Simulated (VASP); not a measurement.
A run of VASP 6.6.1 is set up as follows.

File POSCAR:

```
MoS2
1.0
    3.1493068780      0.0000000000      0.0000000000
   -1.5746534390      2.7273797562      0.0000000000
    0.0000000000      0.0000000000     39.6162960000
  S               Mo
     8     4
Direct
     0.3333333300000021    0.6666666699999979    0.2307801448560545
     0.3333333300000021    0.6666666699999979    0.3098934389141788
     0.6666666699999979    0.3333333300000021    0.3839595532935330
     0.6666666699999979    0.3333333300000021    0.4629948814397594
     0.3333333300000021    0.6666666699999979    0.5370051185602406
     0.3333333300000021    0.6666666699999979    0.6160404467064668
     0.6666666699999979    0.3333333300000021    0.6901065610858212
     0.6666666699999979    0.3333333300000021    0.7692198551439454
     0.6666666699999979    0.3333333300000021    0.2703578235782969
     0.3333333300000021    0.6666666699999979    0.4234781755264231
     0.6666666699999979    0.3333333300000021    0.5765218244735768
     0.3333333300000021    0.6666666699999979    0.7296421764217031
```

Contents of INCAR.step1:

```
PREC = Accurate
ENCUT = 600
EDIFF = 1E-8
ISMEAR = 0
SIGMA = 0.03
LREAL = False
LASPH = True
NELM = 80
ALGO = Normal
ISIF = 2
LWAVE = False
LCHARG = False
GGA = PE
IVDW = 12
LATTICE_CONSTRAINTS = .TRUE. .TRUE. .FALSE.
KPAR = 8
IBRION = 2
NSW = 40
EDIFFG = -0.002
```

File INCAR.step2:

```
PREC = Accurate
ENCUT = 600
EDIFF = 1E-8
ISMEAR = 0
SIGMA = 0.03
LREAL = False
LASPH = True
NELM = 80
ALGO = Normal
ISIF = 2
LWAVE = False
LCHARG = False
GGA = PE
IVDW = 12
LATTICE_CONSTRAINTS = .TRUE. .TRUE. .FALSE.
KPAR = 8
IBRION = 6
NFREE = 2
POTIM = 0.015
NSW = 1
```

File KPOINTS:

```
regular mesh
0
Gamma
  12 12 1
```

Potentials or basis: VASP PAW PBE potentials, release 64 (S, Mo_sv).

Launch:

```sh
$ cat potpaw_PBE.64/S/POTCAR potpaw_PBE.64/Mo_sv/POTCAR > POTCAR
$ cp INCAR.step1 INCAR
$ mpirun -np 8 vasp_std > vasp.out
$ cp CONTCAR POSCAR
$ cp INCAR.step2 INCAR
$ mpirun -np 8 vasp_std > vasp.out
```

What does it give for the highest phonon frequency at Γ, LO-TO splitting left out?

468 cm⁻¹.

Estimate the dispersion energy per atom.

-0.406 eV.

Phonon frequencies in cm⁻¹ (negative: imaginary):
| q point | frequencies |
| --- | --- |
| (0.000, 0.000, 0.000) | 0 0 0 13 13 23 24 24 32 32 43 56 281 281 281 281 283 283 284 284 380 380 380 380 380 380 380 380 401 402 405 408 465 466 467 468 |
